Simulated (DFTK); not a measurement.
GaN: equation of state with PBEsol

GaN:

```
CELL_PARAMETERS angstrom
0.00000 2.25350 2.25350
2.25350 0.00000 2.25350
2.25350 2.25350 0.00000
ATOMIC_POSITIONS crystal
Ga 0.00000 0.00000 0.00000
N 0.25000 0.25000 0.25000
```

The cell is a database's computed one.

```yaml
Program: DFTK 0.8.2
Task: equation of state
Functional: PBEsol
Potentials_or_basis: dojo.nc.sr.pbesol.v0_4_1.standard.upf (PBEsol)
Cutoff: 1143 eV
k_mesh: 10 × 10 × 10
Occupations: fermi-dirac, width 0.05 eV
Spin: no spin polarisation
```

The equilibrium volume is 11.39 Å³/atom, the bulk modulus is 188 GPa and the pressure derivative of the bulk modulus is 4.4.

Energy against volume, from the lowest point:
```csv
volume (Å³/atom),energy (meV/atom)
10.757,22.59
10.986,8.75
11.215,1.45
11.444,0.00
11.673,3.81
11.902,12.34
12.131,25.10
```

Run time: 12 min on 1 thread of Intel(R) Xeon(R) 6975P-C (Granite Rapids), on a shared host, peak memory 1.9 GiB.
